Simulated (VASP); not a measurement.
# Na2S (Fm-3m) in VASP: a series of runs

One crystal, Na2S, is run at these levels: PBE; tasks: single point.

Program: VASP 6.6.1. These are calculated values, not measurements. Logs are shortened: lines on timing, memory, paths and dates and some standing lists are left out, and cuts for length are marked.

**1. The crystal as given**

It takes space group Fm-3m (No. 225, cubic). The conventional cell has a = 6.547 Å, b = 6.547 Å, c = 6.547 Å, α = 90.00°, β = 90.00°, γ = 90.00°. S (site symmetry m-3m) has 8 Na at 2.83 Å as nearest neighbours. Na (site symmetry -43m) has 4 S at 2.83 Å as nearest neighbours.

**2. Single point, PBE**

INCAR reads:

```
SYSTEM = Na2S
PREC = Accurate
ENCUT = 460
EDIFF = 1E-6
ISMEAR = 0
SIGMA = 0.05
LREAL = .FALSE.
LASPH = .TRUE.
NELM = 100
ALGO = Normal
ISIF = 2
LWAVE = .FALSE.
LCHARG = .FALSE.
GGA = PE
NBANDS = 17
ADDGRID = .FALSE.
```

KPOINTS reads:

```
Automatic mesh
0
G
  6 6 6
  0 0 0
```

POSCAR reads:

```
Na2S
1.0
    0.0000000000      3.2735000000      3.2735000000
    3.2735000000      0.0000000000      3.2735000000
    3.2735000000      3.2735000000      0.0000000000
S Na
1 2
Direct
    0.0000000000      0.0000000000      0.0000000000
    0.7500000000      0.7500000000      0.7500000000
    0.2500000000      0.2500000000      0.2500000000
```

Potentials or basis: VASP PAW PBE potentials, release 64 (S, Na_pv).

Launch:

```bash
> cat potpaw_PBE.64/S/POTCAR potpaw_PBE.64/Na_pv/POTCAR > POTCAR
> mpirun -np 1 vasp_std > vasp.out
```

OUTCAR:

```text
SYSTEM = Na2S
   PREC = Accurate
   ENCUT = 460
   EDIFF = 1E-6
   ISMEAR = 0
   LREAL = .FALSE.
   LASPH = .TRUE.
   NELM = 100
   ISIF = 2
   GGA = PE

 Found     16 irreducible k-points:

 Following reciprocal coordinates:
            Coordinates               Weight
  0.000000  0.000000  0.000000      1.000000
  0.166667  0.000000  0.000000      8.000000
  0.333333  0.000000  0.000000      8.000000
  0.500000  0.000000  0.000000      4.000000
  0.166667  0.166667  0.000000      6.000000
  0.333333  0.166667  0.000000     24.000000
   k-points           NKPTS =     16   k-points in BZ     NKDIM =     16   number of bands    NBANDS=     17
   number of dos      NEDOS =    301   number of ions     NIONS =      3
   total plane-waves  NPLWV =  32768
   dimension x,y,z NGX =    32 NGY =   32 NGZ =   32
   dimension x,y,z NGXF=    64 NGYF=   64 NGZF=   64
   ions per type =               1   2
   NGX,Y,Z   is equivalent  to a cutoff of  11.49, 11.49, 11.49 a.u.
   NGXF,Y,Z  is equivalent  to a cutoff of  22.98, 22.98, 22.98 a.u.
 SYSTEM =  Na2S
   PREC   = accura    normal or accurate (medium, high low for compatibility)
   ISTART =      0    job   : 0-new  1-cont  2-samecut
   ICHARG =      2    charge: 1-file 2-atom 10-const
   ISPIN  =      1    spin polarized calculation?
   LNONCOLLINEAR =      F non collinear calculations
   LSORBIT =      F    spin-orbit coupling
   LASPH  =      T    aspherical Exc in radial PAW
   ENCUT  =  460.0 eV  33.81 Ry    5.81 a.u.   8.10  8.10  8.10*2*pi/ulx,y,z
   NELM   =    100;   NELMIN=  2; NELMDL= -5     # of ELM steps
   EDIFF  = 0.1E-05   stopping-criterion for ELM
[... 8 lines left out ...]
   TEBEG  =    0.0;   TEEND  =   0.0 temperature during run
   PSTRESS=    0.0 pullay stress
   NELECT =      20.0000    total number of electrons
   NUPDOWN=      -1.0000    fix difference up-down
   EMIN   =  10.00;   EMAX   =-10.00  energy-range for DOS
[... 5 lines left out ...]
     AMIX     =   0.40;   BMIX     =  1.00
     AMIX_MAG =   1.60;   BMIX_MAG =  1.00
  volume/ion in A,a.u.               =      23.39       157.81
  Fermi-wavevector in a.u.,A,eV,Ry     =   1.077447  2.036079 15.794888  1.160892
  Thomas-Fermi vector in A             =   2.213359
   LORBIT       =      0    0 simple, 1 ext, 2 COOP (PROOUT), +10 PAW based schemes
   GGA     = PE    functional components
   LHFCALC =     F    Hartree Fock is set to
   AEXX    =    0.0000 exact exchange contribution
   IVDW    =     0    specifies the selected vdW correction
   LEPSILON=     F    determine dielectric tensor
   LRPA    =     F    only Hartree local field effects (RPA)
 non-spin polarized calculation
 Gauss-broadening in eV      SIGMA  =   0.05
  energy-cutoff  :      460.00
  volume of cell :       70.16
 maximum number of plane-waves:      1591
   NGX = 17   NGY = 17   NGZ = 17

 number of electron      19.9999980 magnetization

 Free energy of the ion-electron system (eV)
  ---------------------------------------------------
  ext. energy  EPLUGINS =         0.00000000
  ---------------------------------------------------
  free energy    TOTEN  =        -9.97525841 eV

  energy without entropy =       -9.97525841  energy(sigma->0) =       -9.97525841

 E-fermi :   0.4207     XC(G=0):  -7.8124

 val. band max:        0.1769275844   @ k =   0.0000   0.0000   0.0000
 cond. band min:       2.6527168964   @ k =   0.0000   0.0000   0.0000
 fundamental gap:      2.4757893121
 Fermi energy:         0.4207000894

 k-point     1 :       0.0000    0.0000    0.0000
  band No.  band energies     occupation
      1     -22.0711      2.00000
      2     -22.0711      2.00000
      3     -22.0711      2.00000
      4     -22.0177      2.00000
      5     -22.0177      2.00000
      6     -22.0177      2.00000
[... 9 lines left out ...]
     16       9.5261      0.00000
     17      11.3808      0.00000

 k-point     2 :       0.1667    0.0000    0.0000
  band No.  band energies     occupation
      1     -22.0686      2.00000
      2     -22.0675      2.00000
      3     -22.0675      2.00000
      4     -22.0232      2.00000
      5     -22.0215      2.00000
      6     -22.0215      2.00000
[... 9 lines left out ...]
     16       9.0723      0.00000
     17      10.7394      0.00000

 k-point     3 :       0.3333    0.0000    0.0000
  band No.  band energies     occupation
      1     -22.0619      2.00000
      2     -22.0583      2.00000
      3     -22.0583      2.00000
      4     -22.0361      2.00000
      5     -22.0318      2.00000
      6     -22.0317      2.00000
[... 9 lines left out ...]
     16       9.9289      0.00000
     17      10.5377      0.00000

 k-point     4 :       0.5000    0.0000    0.0000
  band No.  band energies     occupation
      1     -22.0530      2.00000
      2     -22.0479      2.00000
      3     -22.0460      2.00000
      4     -22.0460      2.00000
      5     -22.0445      2.00000
      6     -22.0444      2.00000
[... 9 lines left out ...]
     16      11.5795      0.00000
     17      11.5795      0.00000

 k-point     5 :       0.1667    0.1667    0.0000
  band No.  band energies     occupation
      1     -22.0736      2.00000
      2     -22.0736      2.00000
      3     -22.0543      2.00000
      4     -22.0376      2.00000
      5     -22.0160      2.00000
      6     -22.0160      2.00000
[... 9 lines left out ...]
     16       9.8904      0.00000
     17      11.9925      0.00000

 k-point     6 :       0.3333    0.1667    0.0000
  band No.  band energies     occupation
      1     -22.0732      2.00000
      2     -22.0722      2.00000
      3     -22.0559      2.00000
      4     -22.0389      2.00000
      5     -22.0192      2.00000
      6     -22.0184      2.00000
[... 9 lines left out ...]
     16      10.5307      0.00000
     17      11.4707      0.00000

 [... further k-points ...]
[... 5 lines left out ...]
  --------------------------------------------------------------------------------------
  -------------------------------------------------------------------------------------
  Total        0.0928459      0.0928459      0.0928459     -0.0000000     -0.0000000     -0.0000000
  in kB        2.1203448      2.1203448      2.1203448     -0.0000000     -0.0000000     -0.0000000
  external PRESSURE =       2.1203448 kB  Pullay stress =       0.0000000 kB

 VOLUME and BASIS-vectors are now :
 -----------------------------------------------------------------------------
  energy-cutoff  :      460.00
  volume of cell :       70.16
      direct lattice vectors                 reciprocal lattice vectors
     0.000000000  3.273500000  3.273500000    -0.152741714  0.152741714  0.152741714
     3.273500000  0.000000000  3.273500000     0.152741714 -0.152741714  0.152741714
     3.273500000  3.273500000  0.000000000     0.152741714  0.152741714 -0.152741714

 POSITION                                       TOTAL-FORCE (eV/Angst)
 -----------------------------------------------------------------------------------
      0.00000      0.00000      0.00000         0.000000      0.000000      0.000000
      4.91025      4.91025      4.91025         0.000000     -0.000000      0.000000
      1.63675      1.63675      1.63675        -0.000000      0.000000     -0.000000
 -----------------------------------------------------------------------------------
    total drift:                               -0.000000     -0.000000      0.000000

  FREE ENERGIE OF THE ION-ELECTRON SYSTEM (eV)
  ---------------------------------------------------
  free  energy   TOTEN  =        -9.9752584107 eV

  energy  without entropy=       -9.9752584107  energy(sigma->0) =       -9.97525841
```

OSZICAR:

```text
N       E                     dE             d eps       ncg     rms          rms(c)
DAV:   1     0.145753795739E+03    0.14575E+03   -0.97349E+03   544   0.113E+03
DAV:   2    -0.386884281211E+00   -0.14614E+03   -0.14263E+03   600   0.310E+02
DAV:   3    -0.106566013531E+02   -0.10270E+02   -0.10215E+02   679   0.845E+01
DAV:   4    -0.108229589122E+02   -0.16636E+00   -0.16623E+00   656   0.118E+01
DAV:   5    -0.108264815381E+02   -0.35226E-02   -0.35221E-02   713   0.168E+00    0.370E+00
DAV:   6    -0.100165845248E+02    0.80990E+00   -0.16068E+00   734   0.548E+00    0.292E+00
DAV:   7    -0.996422455235E+01    0.52360E-01   -0.23737E-01   635   0.202E+00    0.195E+00
DAV:   8    -0.997402864020E+01   -0.98041E-02   -0.20498E-02   586   0.113E+00    0.659E-01
DAV:   9    -0.997418125368E+01   -0.15261E-03   -0.50860E-04   731   0.129E-01    0.743E-01
DAV:  10    -0.997583651533E+01   -0.16553E-02   -0.22779E-03   561   0.316E-01    0.704E-01
DAV:  11    -0.997536700851E+01    0.46951E-03   -0.99147E-04   624   0.142E-01    0.316E-01
DAV:  12    -0.997528560781E+01    0.81401E-04   -0.17188E-04   580   0.706E-02    0.138E-01
DAV:  13    -0.997525885779E+01    0.26750E-04   -0.75073E-05   689   0.304E-02    0.571E-02
DAV:  14    -0.997525838479E+01    0.47300E-06   -0.10776E-05   683   0.161E-02    0.203E-03
DAV:  15    -0.997525841072E+01   -0.25927E-07   -0.20598E-07   393   0.270E-03
   1 F= -.99752584E+01 E0= -.99752584E+01  d E =-.187019E-13
```

stdout:

```text
POSCAR found type information on POSCAR S Na
 POSCAR found :  2 types and       3 ions
 scaLAPACK will be used
 LDA part: xc-table for (Slater+PW92), standard interpolation
 POSCAR, INCAR and KPOINTS ok, starting setup
 FFT: planning ... GRIDC
 FFT: planning ... GRID_SOFT
 FFT: planning ... GRID
 WAVECAR not read
 entering main loop
```

Run time: 7.7 s. Hardware: 1 thread of Intel Xeon Platinum 8488C (Sapphire Rapids), shared host; peak memory 0.16 GiB.

These settings aren't checked as converged: the numbers below hold their error.

Results:

* Free energy: -9.9753 eV
* Pressure: 0.2 GPa
* Band gap on the k mesh: 2.48 eV, direct

**3. Single point, PBE**

Edit INCAR of step 2 so:

```diff
@@ -5,3 +5,3 @@
 ISMEAR = 0
-SIGMA = 0.05
+SIGMA = 0.5
 LREAL = .FALSE.
```

KPOINTS is that of step 2.

POSCAR is that of step 2.

Potentials or basis: VASP PAW PBE potentials, release 64 (S, Na_pv).

Launch:

```bash
> cat potpaw_PBE.64/S/POTCAR potpaw_PBE.64/Na_pv/POTCAR > POTCAR
> mpirun -np 1 vasp_std > vasp.out
```

Wall time 8 s (1 thread of Intel Xeon Platinum 8488C (Sapphire Rapids), shared host); peak memory 0.16 GiB.

The run converged, but some of its settings lie outside the range that counts as converged, so its numbers aren't taken as properties of the crystal.

Results:

```
Free energy            : -9.9753 eV
Pressure               : 0.2 GPa
Band gap on the k mesh : 2.48 eV, direct
```

**4. Single point, PBE**

Edit INCAR of step 3 so:

```diff
@@ -5,3 +5,3 @@
 ISMEAR = 0
-SIGMA = 0.5
+SIGMA = 0.2
 LREAL = .FALSE.
```

KPOINTS is that of step 3.

POSCAR is that of step 3.

Launch:

```bash
> cat potpaw_PBE.64/S/POTCAR potpaw_PBE.64/Na_pv/POTCAR > POTCAR
> mpirun -np 1 vasp_std > vasp.out
```

Wall time 8 s (1 thread of Intel Xeon Platinum 8488C (Sapphire Rapids), shared host); peak memory 0.16 GiB.

The run converged, but some of its settings lie outside the range that counts as converged, so its numbers aren't taken as properties of the crystal.

What came out:

```yaml
Free_energy: -9.9753 eV
Pressure: 0.2 GPa
Band_gap_on_the_k_mesh: 2.48 eV, direct
```

**5. For comparison**

An earlier run on the cell as given: functional PBE; potentials or basis VASP PAW PBE potentials, release 64 (S, Na_pv); cutoff 520 eV; k mesh 7 × 7 × 7; occupations fermi-dirac, width 0.05 eV; no spin polarisation.

- Pressure: 0.3 GPa
- Band gap on the k mesh: 2.48 eV, direct
